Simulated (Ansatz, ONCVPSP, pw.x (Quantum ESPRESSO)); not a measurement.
# What a changed setting does to a pw.x run (fcc Hf)

Potential: optimised norm-conserving Vanderbilt (ONCV), ONCVPSP 4.0.1, PBE; core [Kr] 4d10 4f14, reference 5s2 5p6 5d2 6s2; waves: 5s+6s: rc 2.00 bohr, ncon 4, nbas 8, qcut 5.3 1/bohr, 2 projectors; 5p: rc 1.55 bohr, ncon 3, nbas 6, qcut 7.1 1/bohr, 2 projectors, debl 3.1 Ha; 5d: rc 1.38 bohr, ncon 3, nbas 6, qcut 4.9 1/bohr, 1 projector; local part: polynomial inside 1.35 bohr (lpopt 5, dvloc0 0 Ha); core correction: Teter function, fcfact 3.75, rcfact 1.8.

The reference run (k-mesh 13³, cutoffs 55/220 Ry, Fermi–Dirac 0.01 Ry, mixing_beta 0.4, conv_thr 1e-9, no spin) gives -0.98 GPa at 22.681 Å³/atom, where all-electron LAPW gives -0.23 GPa. This run, with its own iteration cap, changes electron_maxstep to 6, a wrong or extreme entry chosen on purpose.

```
&control
  calculation='scf', prefix='x', pseudo_dir='./', outdir='./tmp', tstress=.true., disk_io='none'
/
&system
  ibrav=0, nat=1, ntyp=1, ecutwfc=55, ecutrho=220, nbnd=14,
  occupations='smearing', smearing='fd', degauss=0.01
/
&electrons
  conv_thr=1e-09, mixing_beta=0.4, electron_maxstep=6
/
ATOMIC_SPECIES
Hf 1.0 Hf.UPF
CELL_PARAMETERS angstrom
  0.00000000 2.24669474 2.24669474
  2.24669474 0.00000000 2.24669474
  2.24669474 2.24669474 0.00000000
ATOMIC_POSITIONS crystal
Hf 0.0000 0.0000 0.0000
K_POINTS automatic
13 13 13 0 0 0
```

```bash
pw.x < Hf.scf.in > Hf.scf.out
```

**Question.** How does the run end?

**Answer.** It does not reach self-consistency within its iteration cap.

```
Message from routine setup:
     using ibrav=0 with symmetry is DISCOURAGED, use correct ibrav instead
     lattice parameter (alat)  =       6.0042  a.u.
     unit-cell volume          =     153.0590 (a.u.)^3
     number of electrons       =        12.00
     number of Kohn-Sham states=           14
     kinetic-energy cutoff     =      55.0000  Ry
     charge density cutoff     =     220.0000  Ry
     scf convergence threshold =      1.0E-09
     Exchange-correlation= PBE
     number of k points=    84  Fermi-Dirac smearing, width (Ry)=  0.0100
     iteration #  1     ecut=    55.00 Ry     beta= 0.40
     total energy              =    -118.15619621 Ry
     estimated scf accuracy    <       0.01798665 Ry
     iteration #  2     ecut=    55.00 Ry     beta= 0.40
     total energy              =    -118.15588635 Ry
     estimated scf accuracy    <       0.00357119 Ry
     iteration #  3     ecut=    55.00 Ry     beta= 0.40
     total energy              =    -118.15628627 Ry
     estimated scf accuracy    <       0.00016101 Ry
     iteration #  4     ecut=    55.00 Ry     beta= 0.40
     total energy              =    -118.15629675 Ry
     estimated scf accuracy    <       0.00000244 Ry
     iteration #  5     ecut=    55.00 Ry     beta= 0.40
     total energy              =    -118.15629749 Ry
     estimated scf accuracy    <       0.00000013 Ry
     iteration #  6     ecut=    55.00 Ry     beta= 0.40
     total energy              =    -118.15629751 Ry
     estimated scf accuracy    <          1.9E-09 Ry
     convergence NOT achieved after   6 iterations: stopping
     Message from routine punch:
     Nothing written, as per user request (disk_io='none')
```

The run took about 6.7 s on one core of a shared host (Intel(R) Xeon(R) 6975P-C, 192 threads, 378 GiB, load 34).
